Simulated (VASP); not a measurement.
# BN (Qingsongite) (F-43m) in VASP: a series of runs, part 2 of 2

VASP 6.6.1.

## Step 4: Relaxation of the atoms, PBE+D3(BJ)

Contents of INCAR:

```
PREC = Accurate ; ENCUT = 600
EDIFF = 1E-7 ; ISMEAR = 0
SIGMA = 0.03 ; LREAL = False
LASPH = True ; NELM = 80
ALGO = Normal ; ISIF = 2
LWAVE = False ; LCHARG = False
GGA = PE ; IVDW = 12
IBRION = 2 ; NSW = 40
EDIFFG = -0.01
```

Contents of KPOINTS:

```
regular mesh
0
Gamma
  14 14 14
```

Contents of POSCAR:

```
BN                                      
1.0
    0.0000000000      1.8032270193      1.8032270193
    1.8032270193      0.0000000000      1.8032270193
    1.8032270193      1.8032270193      0.0000000000
  B               N             
     1     1
Direct
     0.0000000000000000    0.0000000000000000    0.0000000000000000
     0.2500000000000000    0.2500000000000000    0.2500000000000000
```

Potentials or basis: VASP PAW PBE potentials, release 64 (B, N).

Started as:

```bash
cat potpaw_PBE.64/B/POTCAR potpaw_PBE.64/N/POTCAR > POTCAR
mpirun -np 1 vasp_std > vasp.out
```

OUTCAR:

```text
PREC = Accurate
   ENCUT = 600
   EDIFF = 1E-7
   ISMEAR = 0
   LREAL = False
   LASPH = True
   NELM = 80
   ISIF = 2
   GGA = PE
   IVDW = 12
   IBRION = 2
   NSW = 40
   EDIFFG = -0.01
 IVDW          = 12

 ion  position               nearest neighbor table
   1  0.000  0.000  0.000-   2 1.56   2 1.56   2 1.56   2 1.56
   2  0.250  0.250  0.250-   1 1.56   1 1.56   1 1.56   1 1.56

  LATTYP: Found a face centered cubic cell.
 ALAT       =     3.6064540386

  Lattice vectors:

 A1 = (   0.0000000000,   1.8032270193,   1.8032270193)
 A2 = (   1.8032270193,   0.0000000000,   1.8032270193)
 A3 = (   1.8032270193,   1.8032270193,   0.0000000000)

Analysis of symmetry for initial positions (statically):
=====================================================================
 Subroutine PRICEL returns:
 Original cell was already a primitive cell.

 Routine SETGRP: Setting up the symmetry group for a
 face centered cubic supercell.

 Subroutine GETGRP returns: Found 24 space group operations
 (whereof 24 operations were pure point group operations)
 out of a pool of 48 trial point group operations.

The static configuration has the point symmetry T_d .

Analysis of symmetry for dynamics (positions and initial velocities):
=====================================================================
 Subroutine PRICEL returns:
 Original cell was already a primitive cell.

 Routine SETGRP: Setting up the symmetry group for a
 face centered cubic supercell.

 Subroutine GETGRP returns: Found 24 space group operations
 (whereof 24 operations were pure point group operations)
 out of a pool of 48 trial point group operations.

The dynamic configuration has the point symmetry T_d .

 Subroutine INISYM returns: Found 24 space group operations
 (whereof 24 operations are pure point group operations),
 and found     1 'primitive' translations

[... 116 lines left out ...]
  Fermi-wavevector in a.u.,A,eV,Ry     =   1.441156  2.723391 28.258369  2.076932
  Thomas-Fermi vector in A             =   2.559820
   LORBIT       =      0    0 simple, 1 ext, 2 COOP (PROOUT), +10 PAW based schemes
   GGA     = PE    functional components
   LHFCALC =     F    Hartree Fock is set to
   AEXX    =    0.0000 exact exchange contribution
   IVDW    =    12    specifies the selected vdW correction
   LEPSILON=     F    determine dielectric tensor
   LRPA    =     F    only Hartree local field effects (RPA)
 conjugate gradient relaxation of ions
 non-spin polarized calculation
 Gauss-broadening in eV      SIGMA  =   0.03
  energy-cutoff  :      600.00
  volume of cell :       11.73
 maximum number of plane-waves:       399
   NGX = 11   NGY = 11   NGZ = 11

 number of electron       7.9999999 magnetization

 Free energy of the ion-electron system (eV)
  ---------------------------------------------------
  ext. energy  EPLUGINS =         0.00000000
  ---------------------------------------------------
  free energy    TOTEN  =       -17.45091109 eV

  energy without entropy =      -17.45091109  energy(sigma->0) =      -17.45091109

 E-fermi :   7.6311     XC(G=0): -12.8573

 val. band max:        7.4905327415   @ k =   0.0000   0.0000   0.0000
 cond. band min:      11.9572156203   @ k =   0.5000   0.5000   0.0000
 fundamental gap:      4.4666828788
 Fermi energy:         7.6310721954

 k-point     1 :       0.0000    0.0000    0.0000
  band No.  band energies     occupation
      1     -12.8214      2.00000
      2       7.4905      2.00000
      3       7.4905      2.00000
      4       7.4905      2.00000
      5      16.3440      0.00000
      6      16.3440      0.00000
      7      16.3440      0.00000
      8      17.9562      0.00000
[... 243 lines left out ...]
 k-point    24 :       0.2857    0.1429    0.0000
  band No.  band energies     occupation
      1     -11.0457      2.00000
      2       2.4293      2.00000
      3       5.1273      2.00000
      4       5.6224      2.00000
      5      15.7706      0.00000
      6      19.2297      0.00000
      7      19.6996      0.00000
      8      20.3897      0.00000

 [... further k-points ...]

------------------------ aborting loop because EDIFF is reached ----------------------------------------

 Edisp (eV)   -0.42135

 E8    (eV) :    -0.1245

  FORCE on cell =-STRESS in cart. coord.  units (eV):
  Direction    XX          YY          ZZ          XY          YZ          ZX
  --------------------------------------------------------------------------------------
  -------------------------------------------------------------------------------------
  Total       0.00137     0.00137     0.00137     0.00000     0.00000     0.00000
  in kB       0.18665     0.18665     0.18665     0.00000     0.00000     0.00000
  external pressure =        0.19 kB  Pullay stress =        0.00 kB

 VOLUME and BASIS-vectors are now :
 -----------------------------------------------------------------------------
  energy-cutoff  :      600.00
  volume of cell :       11.73
      direct lattice vectors                 reciprocal lattice vectors
     0.000000000  1.803227019  1.803227019    -0.277280672  0.277280672  0.277280672
     1.803227019  0.000000000  1.803227019     0.277280672 -0.277280672  0.277280672
     1.803227019  1.803227019  0.000000000     0.277280672  0.277280672 -0.277280672

 POSITION                                       TOTAL-FORCE (eV/Angst)
 -----------------------------------------------------------------------------------
      0.00000      0.00000      0.00000         0.000000      0.000000      0.000000
      0.90161      0.90161      0.90161        -0.000000     -0.000000     -0.000000
 -----------------------------------------------------------------------------------
    total drift:                                0.000000      0.000000      0.000000

  FREE ENERGIE OF THE ION-ELECTRON SYSTEM (eV)
  ---------------------------------------------------
  free  energy   TOTEN  =       -17.8722612408 eV

  energy  without entropy=      -17.8722612408  energy(sigma->0) =      -17.87226124

 reached required accuracy - stopping structural energy minimisation
```

OSZICAR:

```text
N       E                     dE             d eps       ncg     rms          rms(c)
DAV:   1     0.142588174423E+02    0.14259E+02   -0.57837E+03  1696   0.113E+03
DAV:   2    -0.181610051388E+02   -0.32420E+02   -0.31671E+02  2328   0.207E+02
DAV:   3    -0.184275102561E+02   -0.26651E+00   -0.26651E+00  1944   0.219E+01
DAV:   4    -0.184277988639E+02   -0.28861E-03   -0.28861E-03  2360   0.639E-01
DAV:   5    -0.184277989142E+02   -0.50284E-07   -0.50206E-07  1856   0.702E-03    0.672E+00
DAV:   6    -0.175410824413E+02    0.88672E+00   -0.34313E+00  2272   0.144E+01    0.329E+00
DAV:   7    -0.174654496749E+02    0.75633E-01   -0.96692E-02  2256   0.311E+00    0.190E+00
DAV:   8    -0.174506074314E+02    0.14842E-01   -0.42279E-02  1968   0.190E+00    0.196E-01
DAV:   9    -0.174508317695E+02   -0.22434E-03   -0.54615E-04  1744   0.263E-01    0.761E-02
DAV:  10    -0.174509064167E+02   -0.74647E-04   -0.13720E-04  2408   0.125E-01    0.158E-02
DAV:  11    -0.174509110233E+02   -0.46065E-05   -0.67988E-06  1912   0.269E-02    0.633E-03
DAV:  12    -0.174509110690E+02   -0.45734E-07   -0.11741E-06  2104   0.972E-03    0.441E-04
DAV:  13    -0.174509110884E+02   -0.19367E-07   -0.25659E-08   840   0.182E-03
   1 F= -.17872261E+02 E0= -.17872261E+02  d E =-.178723E+02
```

CONTCAR:

```text
BN
   1.00000000000000
     0.0000000000000000    1.8032270193000000    1.8032270193000000
     1.8032270193000000    0.0000000000000000    1.8032270193000000
     1.8032270193000000    1.8032270193000000    0.0000000000000000
  B               N
     1     1
Direct
     0.0000000000000000    0.0000000000000000    0.0000000000000000
     0.2500000000000000    0.2500000000000000    0.2500000000000000

  0.00000000E+00  0.00000000E+00  0.00000000E+00
  0.00000000E+00  0.00000000E+00  0.00000000E+00
```

Wall time 4.5 s (1 thread of Intel Xeon 6975P-C (Granite Rapids), shared host); peak memory 0.13 GiB.

Results:

```
Free energy                : -17.8723 eV
Pressure after relaxing    : 0.0 GPa
Band gap on the k mesh     : 4.47 eV, indirect (least direct gap 8.85 eV)
Dispersion energy per atom : -0.211 eV
```

Final structure:
```yaml
crystal:
  lattice:
    - [0.00000, 1.80323, 1.80323]
    - [1.80323, 0.00000, 1.80323]
    - [1.80323, 1.80323, 0.00000]
  atoms:
    - { symbol: B, position: [0.00000, 0.00000, 0.00000] }
    - { symbol: N, position: [0.25000, 0.25000, 0.25000] }
```

Levels at points of the mesh, in eV from the valence-band top:
```tsv
k point	band 1	band 2	band 3	band 4	band 5	band 6	band 7	band 8
(0.00, 0.00, 0.00)	-20.31	0.00	0.00	0.00	8.85	8.85	8.85	10.47
(0.50, 0.00, 0.00)	-16.06	-10.76	-1.95	-1.95	10.24	10.74	10.74	15.33
(0.50, 0.50, 0.00)	-14.69	-8.96	-4.94	-4.94	4.47	9.27	18.03	18.03
```

Caveat: the relaxation stopped at its first step, so nothing moved.

## Step 5: Relaxation of the atoms, PBE+D3(BJ) (a relaxed cell with its volume scaled by 1.02)

INCAR is that of step 4.

KPOINTS is that of step 4.

Contents of POSCAR:

```
BN                                      
1.0
    0.0000000000      1.8151692681      1.8151692681
    1.8151692681      0.0000000000      1.8151692681
    1.8151692681      1.8151692681      0.0000000000
  B               N             
     1     1
Direct
     0.0000000000000000    0.0000000000000000    0.0000000000000000
     0.2500000000000000    0.2500000000000000    0.2500000000000000
```

Started as:

```bash
cat potpaw_PBE.64/B/POTCAR potpaw_PBE.64/N/POTCAR > POTCAR
mpirun -np 1 vasp_std > vasp.out
```

Wall time 4.7 s (1 thread of Intel Xeon 6975P-C (Granite Rapids), shared host); peak memory 0.14 GiB.

It converged, with:

```
Free energy                : -17.8675 eV
Pressure after relaxing    : -7.3 GPa
Band gap on the k mesh     : 4.45 eV, indirect (least direct gap 8.76 eV)
Dispersion energy per atom : -0.207 eV
```

Final structure:
```
B N
1.0
     0.00000    1.81517    1.81517
     1.81517    0.00000    1.81517
     1.81517    1.81517    0.00000
B N
1 1
Cartesian
  0.0000 0.0000 0.0000
  0.9076 0.9076 0.9076
```

Levels at points of the mesh, in eV from the valence-band top:
| k point | band 1 | band 2 | band 3 | band 4 | band 5 | band 6 | band 7 | band 8 |
| --- | --- | --- | --- | --- | --- | --- | --- | --- |
| (0.00, 0.00, 0.00) | -20.09 | 0.00 | 0.00 | 0.00 | 8.76 | 8.76 | 8.76 | 10.14 |
| (0.50, 0.00, 0.00) | -15.93 | -10.57 | -1.92 | -1.92 | 9.98 | 10.64 | 10.64 | 15.13 |
| (0.50, 0.50, 0.00) | -14.58 | -8.83 | -4.84 | -4.84 | 4.45 | 9.16 | 17.72 | 17.72 |

Caveat: the relaxation stopped at its first step, so nothing moved.

## Step 6: Relaxation of the atoms, PBE+D3(BJ) (a relaxed cell with its volume scaled by 1.04)

INCAR is that of step 5.

KPOINTS is that of step 5.

Contents of POSCAR:

```
BN                                      
1.0
    0.0000000000      1.8269564118      1.8269564118
    1.8269564118      0.0000000000      1.8269564118
    1.8269564118      1.8269564118      0.0000000000
  B               N             
     1     1
Direct
     0.0000000000000000    0.0000000000000000    0.0000000000000000
     0.2500000000000000    0.2500000000000000    0.2500000000000000
```

Potentials or basis: VASP PAW PBE potentials, release 64 (B, N).

Started as:

```bash
cat potpaw_PBE.64/B/POTCAR potpaw_PBE.64/N/POTCAR > POTCAR
mpirun -np 1 vasp_std > vasp.out
```

It took 4.7 s on 1 thread of Intel Xeon 6975P-C (Granite Rapids), shared host; peak memory 0.15 GiB.

Results (log left out):

| Item | Value |
| --- | --- |
| Free energy | -17.8526 eV |
| Pressure after relaxing | -14.0 GPa |
| Band gap on the k mesh | 4.42 eV, indirect (least direct gap 8.67 eV) |
| Dispersion energy per atom | -0.203 eV |

Final structure:
```xyz
2
Lattice="0.0000 1.8270 1.8270 1.8270 0.0000 1.8270 1.8270 1.8270 0.0000" Properties=species:S:1:pos:R:3 pbc="T T T"
B     0.0000    0.0000    0.0000
N     0.9135    0.9135    0.9135
```

Levels at points of the mesh, in eV from the valence-band top:
```
           k point  band 2  band 3  band 4  band 5  band 6  band 7
(0.00, 0.00, 0.00)    0.00    0.00    0.00    8.67    8.67    8.67
(0.50, 0.00, 0.00)  -10.40   -1.88   -1.88    9.73   10.53   10.53
(0.50, 0.50, 0.00)   -8.71   -4.75   -4.75    4.42    9.05   17.43
```

Caveat: the relaxation stopped at its first step, so nothing moved. A k mesh can miss the band edges.

## Step 7: The runs side by side

```tsv
cell	gap on the mesh (eV)	pressure (GPa)
atoms relaxed from: a relaxed cell with its volume scaled by 0.96	4.51	16.9
atoms relaxed from: a relaxed cell with its volume scaled by 0.98	4.49	8.1
atoms relaxed	4.47	0.0
atoms relaxed from: a relaxed cell with its volume scaled by 1.02	4.45	-7.3
atoms relaxed from: a relaxed cell with its volume scaled by 1.04	4.42	-14.0
```

Alike in all rows: task relaxation of the atoms; level PBE+D3(BJ); potentials or basis VASP PAW PBE potentials, release 64 (B, N); no spin polarisation; k mesh 14 × 14 × 14; cutoff (eV) 600; smearing gaussian 0.03 eV.

Caveats: the relaxation stopped at its first step, so nothing moved.

Absolute energies hang on the potentials; compare differences alone.

## Step 8: How close it comes

Step 4. Measured gap of BN: 6.4 eV (indirect; 300 K; a printed reference work, monograph). This calculation gives 4.47 eV (-1.93 eV). The value is that of PBE+D3(BJ) on a finite k mesh, which can miss the band edges, without temperature or zero-point motion. Semilocal functionals fall short of measured gaps as a rule.
